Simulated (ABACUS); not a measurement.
# Re under changes of volume

One of the cells (15.407 Å³/atom); the others are scaled copies at fixed shape and fractional positions:

```xyz
1
Lattice="0.0000 1.9750 1.9750 1.9750 0.0000 1.9750 1.9750 1.9750 0.0000" Properties=species:S:1:pos:R:3 pbc="T T T"
Re    0.0000    0.0000    0.0000
```

This isn't the form of Re at room conditions, which is hcp.

| Quantity | Value |
| --- | --- |
| Program | ABACUS 3.10.1 |
| Functional | PBE |
| Potentials or basis | PseudoDojo NC SR 0.4.1 PBE standard |
| Cutoff | 993 eV |
| Density cutoff | 3973 eV |
| Basis | plane waves |
| k mesh | 12 × 12 × 12 |
| Occupations | fermi-dirac, width 0.05 eV |
| Spin | no spin polarisation |

```tsv
volume (Å³/atom)	energy over the lowest point (meV/atom)	pressure (GPa)
14.483	20.66	13.7
14.791	2.58	5.2
15.099	0.00	-2.4
15.407	?	?
15.716	35.02	-15.3
16.024	69.84	-20.8
16.332	114.54	-25.6
```

Problem. What does the run at 15.407 Å³/atom give?

Solution. Energy over the lowest point 11.30 meV/atom; pressure -9.2 GPa.

Worked out: A Birch-Murnaghan fit of order 3 (a polynomial in V^(-2/3)) to the other rows has its minimum at 15.00 Å³/atom with B0 = V·E''(V) = 364 GPa and B' = 4.4. It gives 11.27 meV/atom at 15.407 Å³/atom, against the run's 11.30, and -dE/dV = -9.2 GPa, against -9.2.

Energies are extrapolated to zero smearing.
